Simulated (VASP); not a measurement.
# How uniaxial stress along [111] changes BP (F-43m)

How do the elastic response and the band edges of BP follow uniaxial stress along [111]?

Method: LDA; plane waves and PAW (B, P), in the first sound run; inputs show where later runs differ, in VASP 6.6.1.

## 1. Set-up

It takes space group F-43m (No. 216, cubic). The conventional cell has a = 4.538 Å, b = 4.538 Å, c = 4.538 Å, α = 90.00°, β = 90.00°, γ = 90.00°. Nearest to B lie 4 P at 1.97 Å. Nearest to P lie 4 B at 1.97 Å. Farther neighbours are not listed.

Structure file:

```cif
data_structure
_symmetry_space_group_name_H-M 'P 1'
_symmetry_Int_Tables_number 1
_cell_length_a 3.2089
_cell_length_b 3.2089
_cell_length_c 3.2089
_cell_angle_alpha 60.000
_cell_angle_beta 60.000
_cell_angle_gamma 60.000
_cell_volume 23.36
loop_
_atom_site_label
_atom_site_type_symbol
_atom_site_fract_x
_atom_site_fract_y
_atom_site_fract_z
_atom_site_occupancy
B1 B 0.00000 0.00000 0.00000 1
P2 P 0.25000 0.25000 0.25000 1
```

## 2. Relax the crystal, LDA

The series starts from the cell that this level prefers, so that zero strain is near zero stress.

This step took 2 runs in a row; the last is shown.

Level: LDA; plane waves and PAW (B, P).

Contents of INCAR:

```
SYSTEM = BP
PREC = Accurate
ENCUT = 480
EDIFF = 1E-07
NELM = 120
ISMEAR = 0
SIGMA = 0.02
LREAL = .FALSE.
ALGO = Normal
GGA = CA
NBANDS = 10
LASPH = .TRUE.
LORBIT = 11
LWAVE = .FALSE.
LCHARG = .FALSE.
KPAR = 16
IBRION = 2
NSW = 40
ISIF = 3
EDIFFG = -0.005
POTIM = 0.4
```

Contents of POSCAR:

```
BP
1.0
    0.0000000000      2.2448005768      2.2448005768
    2.2448005768      0.0000000000      2.2448005768
    2.2448005768      2.2448005768      0.0000000000
B P
1 1
Direct
    0.0000000000      0.0000000000      0.0000000000
    0.2500000000      0.2500000000      0.2500000000
```

Contents of KPOINTS:

```
Automatic mesh
0
Gamma
11 11 11
0 0 0
```

PAW data sets: B and P (LDA family, release 64).

On the command line:

```console
$ mpirun -np 16 vasp_std
```

Log:

```text
[banner, memory and clock lines left out]
running   16 mpi-ranks, on    1 nodes
[...]
|                                                                             |
|           W    W    AA    RRRRR   N    N  II  N    N   GGGG   !!!           |
|           W    W   A  A   R    R  NN   N  II  NN   N  G    G  !!!           |
|           W    W  A    A  R    R  N N  N  II  N N  N  G       !!!           |
|           W WW W  AAAAAA  RRRRR   N  N N  II  N  N N  G  GGG   !            |
|           WW  WW  A    A  R   R   N   NN  II  N   NN  G    G                |
|           W    W  A    A  R    R  N    N  II  N    N   GGGG   !!!           |
|                                                                             |
|     For optimal performance we recommend to set                             |
|       NCORE = 2 up to number-of-cores-per-socket                            |
|     NCORE specifies how many cores store one orbital (NPAR=cpu/NCORE).      |
|     This setting can greatly improve the performance of VASP for DFT.       |
[...]
|     Unfortunately you need to use the default for GW and RPA                |
|     calculations (for HF NCORE is supported but not extensively tested      |
|     yet).                                                                   |
|                                                                             |

 LDA part: xc-table for (Slater(with rela. corr.)+CA(PZ))
 , standard interpolation
 POSCAR, INCAR and KPOINTS ok, starting setup
[...]
entering main loop
       N       E                     dE             d eps       ncg     rms          rms(c)
DAV:   1     0.771284084350E+01    0.77128E+01   -0.39718E+03  1120   0.680E+02
DAV:   2    -0.147837503994E+02   -0.22497E+02   -0.21399E+02  1566   0.111E+02
DAV:   3    -0.152987166902E+02   -0.51497E+00   -0.51420E+00  1370   0.160E+01
DAV:   4    -0.153005216122E+02   -0.18049E-02   -0.18045E-02  1412   0.108E+00
[...]
DAV:  11    -0.143991051354E+02   -0.18619E-05   -0.59788E-06  1404   0.135E-02    0.373E-02
DAV:  12    -0.143991048169E+02    0.31848E-06   -0.19057E-06  1274   0.627E-03    0.890E-03
DAV:  13    -0.143991048240E+02   -0.71263E-08   -0.64781E-08   640   0.170E-03
   1 F= -.14399105E+02 E0= -.14399105E+02  d E =-.143991E+02
[...]
reached required accuracy - stopping structural energy minimisation
```

It took 2 s on 16 MPI ranks of Intel Xeon 6975P-C (Granite Rapids), shared host; peak memory 2 GiB; 15 s of CPU time.

Lines that name or quote the potential files are left out of all logs, and their timing lines are given in words.

OUTCAR, selected parts (step 2):

```text
  Total        0.0006740      0.0006740      0.0006740      0.0000000      0.0000000      0.0000000
  in kB        0.0477292      0.0477292      0.0477292      0.0000000      0.0000000      0.0000000
  external PRESSURE =       0.0477292 kB  Pullay stress =       0.0000000 kB

 POSITION                                       TOTAL-FORCE (eV/Angst)
 -----------------------------------------------------------------------------------
      0.00000      0.00000      0.00000        -0.000000     -0.000000     -0.000000
      1.12240      1.12240      1.12240         0.000000      0.000000      0.000000
 -----------------------------------------------------------------------------------
    total drift:                                0.000000      0.000000      0.000000

  FREE ENERGIE OF THE ION-ELECTRON SYSTEM (eV)
  ---------------------------------------------------
  free  energy   TOTEN  =       -14.3991048240 eV

  energy  without entropy=      -14.3991048240  energy(sigma->0) =      -14.39910482

 reached required accuracy - stopping structural energy minimisation

[... 3 further parts left out ...]
[key lines of the parts left out:]
E-fermi :   7.8723
```

Numbers from this step:

- energy(sigma→0) of the program: -14.3991 eV
- stress, compression positive: 0.00 along [111], 0.00 across it (mean), GPa
- volume: 22.624 Å³
- ionic steps: 1

## 3. Strain across the axis, LDA

One member in full: the axis is strained by 1.5 %, and the two directions across it are strained alike until their mean stress is under 0.012 GPa or five steps are spent.

This step took 3 runs, each at a new trial strain with the atoms of the one before; the last is shown.

Level: LDA; plane waves and PAW (B, P); cell typed or built by script.

Edit INCAR of step 2 so:

```diff
@@ -15,7 +15,7 @@
 LCHARG = .FALSE.
-KPAR = 16
-IBRION = 2
-NSW = 40
-ISIF = 3
-EDIFFG = -0.005
-POTIM = 0.4
+KPAR = 4
+IBRION = 1
+NSW = 25
+ISIF = 2
+EDIFFG = -0.004
+POTIM = 0.3
```

Contents of POSCAR:

```
BP
1.0
    0.0244236000      2.2662607860      2.2662607860
    2.2662607860      0.0244236000      2.2662607860
    2.2662607860      2.2662607860      0.0244236000
B P
1 1
Direct
    0.0004235491      0.0004235491      0.0004235491
    0.2495764509      0.2495764509      0.2495764509
```

KPOINTS is that of step 2.

On the command line:

```console
$ mpirun -np 4 vasp_std
```

Log:

```text
[banner, memory and clock lines left out]
running    4 mpi-ranks, on    1 nodes
[...]
LDA part: xc-table for (Slater(with rela. corr.)+CA(PZ))
 , standard interpolation
 POSCAR, INCAR and KPOINTS ok, starting setup
[...]
entering main loop
       N       E                     dE             d eps       ncg     rms          rms(c)
DAV:   1     0.679820116535E+01    0.67982E+01   -0.38033E+03  2944   0.673E+02
DAV:   2    -0.147578241228E+02   -0.21556E+02   -0.20361E+02  4132   0.109E+02
DAV:   3    -0.152631127501E+02   -0.50529E+00   -0.50414E+00  3626   0.155E+01
DAV:   4    -0.152650776428E+02   -0.19649E-02   -0.19645E-02  3548   0.110E+00
[...]
DAV:  11    -0.143926023629E+02   -0.18932E-05   -0.58120E-06  3698   0.135E-02    0.361E-02
DAV:  12    -0.143926020622E+02    0.30074E-06   -0.19156E-06  3356   0.629E-03    0.845E-03
DAV:  13    -0.143926020676E+02   -0.54275E-08   -0.67841E-08  1698   0.175E-03
   1 F= -.14392602E+02 E0= -.14392602E+02  d E =-.143926E+02
 BRION: g(F)=  0.270E-05 g(S)=  0.000E+00
[...]
N       E                     dE             d eps       ncg     rms          rms(c)
DAV:   1    -0.143926032414E+02   -0.11792E-05   -0.58079E-05  2962   0.504E-02    0.333E-03
DAV:   2    -0.143926033177E+02   -0.76334E-07   -0.13697E-06  3776   0.912E-03    0.161E-03
DAV:   3    -0.143926032940E+02    0.23668E-07   -0.43128E-08  1888   0.140E-03
   2 F= -.14392603E+02 E0= -.14392603E+02  d E =-.122644E-05
 BRION: g(F)=  0.181E-07 g(S)=  0.000E+00 retain N=  1 mean eig= 0.92
 eig:   0.924
 reached required accuracy - stopping structural energy minimisation
```

Elapsed: 6.2 s, on 4 MPI ranks; peak memory 0.52 GiB.

From OUTCAR (step 3):

```text
  Total       -0.2951083     -0.2951083     -0.2951083     -0.2945074     -0.2945074     -0.2945074
  in kB      -20.6447740    -20.6447740    -20.6447740    -20.6027327    -20.6027327    -20.6027327
  external PRESSURE =     -20.6447740 kB  Pullay stress =       0.0000000 kB

 POSITION                                       TOTAL-FORCE (eV/Angst)
 -----------------------------------------------------------------------------------
      0.00204      0.00204      0.00204        -0.000323     -0.000323     -0.000323
      1.13719      1.13719      1.13719         0.000323      0.000323      0.000323
 -----------------------------------------------------------------------------------
    total drift:                                0.000014      0.000014      0.000014

  FREE ENERGIE OF THE ION-ELECTRON SYSTEM (eV)
  ---------------------------------------------------
  free  energy   TOTEN  =       -14.3926032940 eV

  energy  without entropy=      -14.3926032940  energy(sigma->0) =      -14.39260329

[... 1 part as in an earlier step ...]

[... 3 further parts left out ...]
[key lines of the parts left out:]
E-fermi :   7.8602
```

Read from the output:

| Quantity | Value |
| --- | --- |
| energy(sigma→0) of the program | -14.3926 eV |
| stress, compression positive | -6.19 along [111], 0.00 across it (mean), GPa |
| ionic steps | 2 |

## 4. Band edges, HSE06

Short lines in KPOINTS_OPT sample the zone centre along and across the axis, for masses, and the other valleys.

Level: HSE06; plane waves and PAW (B, P); cell typed or built by script.

Contents of INCAR:

```
SYSTEM = BP
PREC = Accurate
ENCUT = 480
EDIFF = 1E-06
NELM = 100
ISMEAR = 0
SIGMA = 0.02
LREAL = .FALSE.
ALGO = Normal
LHFCALC = .TRUE.
AEXX = 0.25
GGA = PE
HFSCREEN = 0.2
LASPH = .TRUE.
NBANDS = 9
PRECFOCK = Fast
LWAVE = .FALSE.
LCHARG = .FALSE.
KPAR = 4
```

Contents of POSCAR:

```
BP
1.0
    0.0244236000      2.2662607860      2.2662607860
    2.2662607860      0.0244236000      2.2662607860
    2.2662607860      2.2662607860      0.0244236000
B P
1 1
Direct
    0.0004485860      0.0004485860      0.0004485860
    0.2495514140      0.2495514140      0.2495514140
```

Contents of KPOINTS:

```
Automatic mesh
0
Gamma
6 6 6
0 0 0
```

Contents of KPOINTS_OPT:

```
Line mode
6
Line-mode
Reciprocal
  0.00000000   0.00000000   0.00000000
  0.02093646   0.02093646   0.02093646

  0.00000000   0.00000000   0.00000000
 -0.01261477   0.01261477  -0.00000000

  0.31000000   0.31000000   0.00000000
  0.50000000   0.50000000   0.00000000

  0.00000000   0.31000000   0.31000000
  0.00000000   0.50000000   0.50000000

  0.45000000   0.45000000   0.45000000
  0.50000000   0.50000000   0.50000000

  0.45000000   0.00000000   0.00000000
  0.50000000   0.00000000   0.00000000

  0.42500000   0.42500000   0.00000000
  0.42519436   0.44303433   0.01803433

  0.50000000   0.50000000   0.50000000
  0.48738523   0.51261477   0.50000000
```

On the command line:

```console
$ mpirun -np 4 vasp_std
```

Log:

```text
[banner, memory and clock lines left out]
running    4 mpi-ranks, on    1 nodes
[...]
|                                                                             |
|               ----> ADVICE to this user running VASP <----                  |
|                                                                             |
|     You enforced a specific xc type in the INCAR file but a different       |
|     [... a line on the potential file left out ...]
|     I HOPE YOU KNOW WHAT YOU ARE DOING!                                     |
|                                                                             |

 LDA part: xc-table for (Slater+PW92), standard interpolation
 found WAVECAR, reading the header
 POSCAR, INCAR and KPOINTS ok, starting setup
[...]
reading WAVECAR
 the WAVECAR file was read successfully
 initial charge from wavefunction
 entering main loop
       N       E                     dE             d eps       ncg     rms          rms(c)
DAV:   1    -0.149749331177E+02   -0.14975E+02   -0.66224E-01   607   0.739E+00    0.354E+00
DAV:   2    -0.149784994706E+02   -0.35664E-02   -0.13188E-02   784   0.894E-01    0.233E+00
DAV:   3    -0.149775357001E+02    0.96377E-03   -0.49764E-04   774   0.164E-01    0.132E+00
DAV:   4    -0.149771798722E+02    0.35583E-03   -0.12144E-04   685   0.889E-02    0.739E-01
[...]
DAV:   8    -0.149770051410E+02    0.39028E-05   -0.15172E-06   466   0.112E-02    0.749E-02
DAV:   9    -0.149770040635E+02    0.10776E-05   -0.60555E-07   342   0.678E-03    0.419E-02
DAV:  10    -0.149770038429E+02    0.22060E-06   -0.21803E-07   342   0.398E-03
   1 F= -.14977004E+02 E0= -.14977004E+02  d E =-.201192E-14
 Start KPOINTS_OPT (optional k-point list driver)
k-point batch [1-32\48]
       N       E                     dE             ncg
DAV:   1     0.122044136584E+04   -0.49605E+04      584
DAV:   2     0.392579904637E+03   -0.82786E+03      835
DAV:   3     0.328221368295E+03   -0.64359E+02      740
DAV:   4     0.327393211413E+03   -0.82816E+00      804
DAV:   5     0.327384008091E+03   -0.92033E-02      863
DAV:   6     0.327383944494E+03   -0.63597E-04      813
DAV:   7     0.327383943840E+03   -0.65414E-06      852
k-point batch [33-48\48]
       N       E                     dE             ncg
DAV:   1     0.527399127430E+04   -0.45481E+04      288
DAV:   2     0.487683841785E+04   -0.39715E+03      395
DAV:   3     0.485629311999E+04   -0.20545E+02      357
DAV:   4     0.485617553235E+04   -0.11759E+00      440
DAV:   5     0.485617492528E+04   -0.60707E-03      439
DAV:   6     0.485617492410E+04   -0.11833E-05      432
DAV:   7     0.485617492409E+04   -0.26175E-08      416
```

Elapsed: 83 s, on 4 MPI ranks; peak memory 0.96 GiB; 3.7 min of CPU time.

Parts of OUTCAR (step 4):

```text
  LATTYP: Found a trigonal (rhomboedric) cell.
 ALAT       =     3.2050697984
 COS(alpha) =     0.5107473871

 Subroutine GETGRP returns: Found  6 space group operations
 (whereof  6 operations were pure point group operations)

The static configuration has the point symmetry C_3v.

 Found     32 irreducible k-points:

   k-points           NKPTS =     32   k-points in BZ     NKDIM =    216   number of bands    NBANDS=      9

   dimension x,y,z NGX =    24 NGY =   24 NGZ =   24
   dimension x,y,z NGXF=    48 NGYF=   48 NGZF=   48

   ENCUT  =  480.0 eV  35.28 Ry    5.94 a.u.   5.73  5.73  5.73*2*pi/ulx,y,z

   NELECT =       8.0000    total number of electrons

  exchange ACFDT corr.  =         0.00000000  see jH, gK, PRB 81, 115126

 E-fermi :   7.5350

 k-point     1 :       0.0000    0.0000    0.0000
  band No.  band energies     occupation
      1      -9.8867      2.00000
      2       7.2832      2.00000
      3       7.4357      2.00000
      4       7.4357      2.00000
      5      11.5629      0.00000
      6      11.8711      0.00000
      7      11.8711      0.00000
      8      16.4234      0.00000
      9      20.1706      0.00000

 k-point     2 :       0.1667    0.0000    0.0000
  band No.  band energies     occupation
      1      -9.3266      2.00000
      2       4.3265      2.00000
      3       6.5839      2.00000
      4       6.6957      2.00000
      5      12.3802      0.00000
      6      12.6435      0.00000
      7      12.8580      0.00000
      8      17.7178      0.00000
      9      19.4608      0.00000

 POSITION                                       TOTAL-FORCE (eV/Angst)
 -----------------------------------------------------------------------------------
      0.00204      0.00204      0.00204        -0.004196     -0.004196     -0.004196
      1.13719      1.13719      1.13719         0.004196      0.004196      0.004196
 -----------------------------------------------------------------------------------
    total drift:                               -0.000016     -0.000016     -0.000016

  FREE ENERGIE OF THE ION-ELECTRON SYSTEM (eV)
  ---------------------------------------------------
  free  energy   TOTEN  =       -14.9770038429 eV

  energy  without entropy=      -14.9770038429  energy(sigma->0) =      -14.97700384

[... 1 part as in an earlier step ...]

[... 7 further parts left out ...]
```

Read from the output:

* energy(sigma→0) of the program: -14.9770 eV

## 5. The whole series

Hybrid runs start from orbitals of a short LDA run, not shown.

Runs beyond LDA use the data sets made with LDA; this shifts their levels slightly, and their total energies have another zero.

The other members went through these steps as far as the tables show, with the same cutoff and, step by step, the same mesh; 42 runs are not shown. The session took 1.0 core hours (wall time by ranks) on a shared machine.

```tsv
strain along the axis (%)	strain across the axis (%)	stress along the axis, tension positive (GPa)	energy above the unstrained row (meV/atom)	gap on the mesh, LDA (eV)
-2.000	0.205	-8.884	6.271	0.963
-1.500	0.151	-6.599	3.513	1.025
-1.000	0.100	-4.364	1.562	1.082
-0.500	0.050	-2.168	0.395	1.134
0	0.000	-0.005	0.000	1.176
0.500	-0.045	2.114	0.353	1.163
1.000	-0.089	4.173	1.444	1.145
1.500	-0.132	6.185	3.251	1.123
2.000	-0.173	8.155	5.758	1.098
```

Slopes at zero strain, from cubics through all rows: strain ratio -0.095, stress over strain 427 GPa.

Band edges at HSE06, counted from the valence-band top at Γ, with one row partly withheld:

```tsv
strain along the axis (%)	gap (eV)	conduction band at Γ (eV)	Δ or X valley along z (eV)	Δ or X valley along x (eV)	lowest conduction level at L, [111] (eV)	lowest conduction level at L, [-111] (eV)	second valence level below the top (eV)	third valence level below the top (eV)
-2.000	1.721	4.156	1.719	1.719	4.564	4.992	0.227	0.227
-1.500	1.778	4.219	1.778	1.778	4.662	4.984	0.168	0.168
-1.000	1.832	4.283	1.832	1.832	?	4.973	0.111	0.111
-0.500	1.882	4.347	1.882	1.882	4.853	4.962	0.052	0.052
0	1.925	4.408	1.925	1.925	4.944	4.944	0.000	0.000
0.500	1.913	4.316	1.913	1.913	4.982	4.873	0.000	0.050
1.000	1.897	4.223	1.897	1.897	5.018	4.799	0.000	0.103
1.500	1.879	4.127	1.879	1.879	5.054	4.725	0.000	0.152
2.000	1.860	4.030	1.860	1.860	5.091	4.650	0.000	0.200
```

## 6. A fit to the known rows

The quantity to fit is the splitting of the lowest conduction levels at the L points ([111] less [-111]) at HSE06: -0.428, -0.322, -0.109, 0.000, 0.109, 0.219, 0.330, 0.441 eV in the rows shown.

A least-squares parabola through the 8 rows shown, with d the strain along the axis less the strain across it, in %: E = 0.001973 d² + 0.1986 d + 9.76e-5 (eV), r.m.s. residual 1.5e-4 eV.

At d = -1.100 this predicts -0.2159 eV.

## 7. Checking the prediction

The calculation gives -0.2161 eV, so the prediction is 0.0002 eV too high.

The splitting is Ξu times 8/9 of d, with d as a fraction, so the linear term gives Ξu = 22.3 eV.

## 8. Results

```json
{"Poisson ratio": "0.095", "Young's modulus along the axis": "427 GPa", "gap of the unstrained cell, HSE06": "1.93 eV", "shear deformation potential Ξu of the lowest conduction levels at L": "22.3 eV", "error of the predicted row": "0.2 meV"}
```

**Reading.** As a check, the curvature of the energy gives 426 GPa for the same modulus (energy per volume = E/2 × strain²), 0 % from the slope of the stress. At HSE06 the lowest conduction valley is Δ or X throughout, and the gap runs between 1.72 and 1.93 eV. Hole masses are left out throughout, since the top bands are degenerate or cross in many series; of conduction masses, those of the Γ, L and (for Si and Ge under (001) strain) Δ valleys are kept where they change by under an eighth between rows. HSE06 ran on a coarser mesh than the semilocal levels. Spin-orbit coupling is left out at HSE06, so the valence splittings there lack it. Δ or X levels are the lowest on their line, refined by a parabola unless they lie at X; the gap is read from all points sampled and can differ from the lowest valley by some meV, or by tens of meV where strain moves the valence top off Γ. Temperature, zero-point motion and excitons are left out.

[Lines on the potential files, build, host, timing and source positions are cut from VASP's logs without a mark.]

[Logs are printed without paths, hosts, clocks, repeated set-up lines and the standing remarks that a program may print on its own settings, such as how far it seeks lower states.]

[Hosts, paths, dates, database ids (printed as entryN), source tags and the programs' standing remarks are cut or masked in the printed files.]

[In band tables of VASP the shares of atoms and orbitals are scaled to a sum of 1 inside the atoms' spheres.]
